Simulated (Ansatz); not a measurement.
**AlGaN₂: enthalpy against pressure**

AlGaN₂, P-4m2, a = 3.115 Å, c = 4.384 Å. The structure is a Materials Project entry; whether it is the stable form wasn't checked. Ansatz: LDA, PAW, 420 eV, Γ-centred 8×8×6 mesh on 4 atoms, Gaussian smearing 0.02 eV; no spin polarisation. Cell and atoms are relaxed at each pressure, and no other structure is tried, so the rows at high pressure may lie past a change of phase. y is the enthalpy over the state at zero pressure; there V0 = 10.637 Å³/atom. The pressures are the targets, met within 0.08 GPa.

```
P (GPa) y (eV/atom)
   -2.0      -0.1334
    0.0       0.0000
    2.0       0.1321
    5.0       0.3281
   10.0            ?
   20.0       1.2720
   40.0       2.4565
```

Problem. Fit y = c1 P + c2 P² + c3 P³ to the other rows, say what c1 and c2 mean, and predict the missing value.

Solution. Least squares on the rows shown. y = 0.066370 P − 0.00015305 P² + 7.2804×10⁻⁷ P³. Since dH/dP = V, c1 is V0: 0.066370 eV/GPa × 160.2 = 10.632 Å³ against 10.637; c2 = −V0/(2B0) gives B0 = 217 GPa, where a Birch–Murnaghan fit to the volumes of the same runs (not shown) gives 206 GPa: a cubic over this range folds the higher terms into c2. At P = 10.0 the fit asked for gives 0.6491 eV/atom. The run gave 0.6490 eV/atom, so the fit is 0.0001 eV/atom too high, a small miss on the scale of the series.